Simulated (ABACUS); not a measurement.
AlRu:

```xyz
2
Lattice="2.9916 0.0000 0.0000 0.0000 2.9916 0.0000 0.0000 0.0000 2.9916" Properties=species:S:1:pos:R:3 pbc="T T T"
Ru    1.4958    1.4958    1.4958
Al    0.0000    0.0000    0.0000
```

Base run:

| Item | Value |
| --- | --- |
| Program | ABACUS 3.10.1 |
| Functional | LDA |
| Potentials or basis | PseudoDojo NC SR 0.4.1 PBE standard |
| Cutoff | 1361 eV |
| Density cutoff | 5442 eV |
| Basis | DZP LCAO (the cutoffs set its grid) |
| k mesh | 9 × 9 × 9 |
| Occupations | fermi-dirac, width 0.05 eV |
| Spin | no spin polarisation |

Its results: band gap on the k mesh none (metal or under the smearing width); pressure -3.6 GPa.

Q: After a change of settings the same cell gave: band gap on the k mesh none (metal or under the smearing width); pressure 3.5 GPa. Which change was it?
A. functional from LDA to BLYP
B. functional from LDA to PBE
C. functional from LDA to SOGGA
D. functional from LDA to PBEsol

A: B.

PBE binds less tightly than LDA, so the same cell stands under more pressure.

Caveats: the atomic orbitals were generated for these runs and aren't a published set; the basis of atomic orbitals isn't converged, which shifts pressures, moduli and gaps; the potentials were made for another functional, which shifts forces and pressure (some runs).
